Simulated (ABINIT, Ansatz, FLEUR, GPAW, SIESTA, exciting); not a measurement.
## Al: programs and potentials compared

```
Al
1.0
     0.04789    1.96914    2.02685
     2.04326   -0.00835    2.08310
     2.04058    2.02271   -0.00568
Al
1
Cartesian
  0.0167 0.0547 -0.0153
```

The given cell was strained at random by a few per cent at fixed volume.

Alike in all runs: task single point; functional PBEsol; k mesh 11 × 11 × 11; occupations fermi-dirac, width 0.05 eV; no spin polarisation; no spin-orbit coupling. Pressure is positive in compression and, in plane waves, holds the error of the finite cutoff.

```tsv
program and potentials	plane-wave cutoff (eV)	notes	pressure (GPa)	energy over the undisturbed cell (meV/atom)
FLEUR, all-electron, FLAPW	-	-	-	4.66
SIESTA, files PseudoDojo sr-pbesol-0.4.1-standard, DZP (energy shift 0.003 Ry)	-	atomic basis	-1.71	5.37
exciting, all-electron LAPW+lo, shipped species files, valence relativity iora*	-	-	-	4.74
ABINIT, PseudoDojo NC SR PBEsol v0.4.1 standard	544	-	-1.87	4.72
Ansatz, all-electron LAPW, scalar-relativistic	-	-	-1.72	-
GPAW, PAW data sets generated for this functional	600	-	-1.58	4.70
```

The pressure spans -1.87 (ABINIT, PseudoDojo NC SR PBEsol v0.4.1 standard) to -1.58 GPa (GPAW, PAW data sets generated for this functional), with all-electron results at -1.72. Rows in atomic bases carry the error of their basis and grid, which can be large.

The functional is the same throughout but for its coding, so the spread measures potentials, basis and numerics; runs on potential files found faulty are left out.

The negative pressures show that this cell is larger than the PBEsol equilibrium volume, so the metal is under tension and would contract if relaxed. With one atom per cell, the atomic displacement is only a rigid translation, and the energy cost is purely that of shape distortion at fixed volume. FLEUR, GPAW and ABINIT agree closely on it, at 4.66, 4.70 and 4.72 meV/atom. This is expected for a nearly-free-electron sp metal, whose compact, deep core barely responds to small strains and whose valence states are smooth and easily represented.

SIESTA stands apart at 5.37 meV/atom, although its pressure of -1.71 GPa almost matches the all-electron -1.72 GPa. That match is therefore probably partly fortuitous. A small set of confined orbitals describes delocalised electrons less evenly as the neighbour distances change, and the shift of the atom relative to the real-space grid may also contribute. A single mixed strain tests the overall shear response but cannot separate the individual elastic constants.
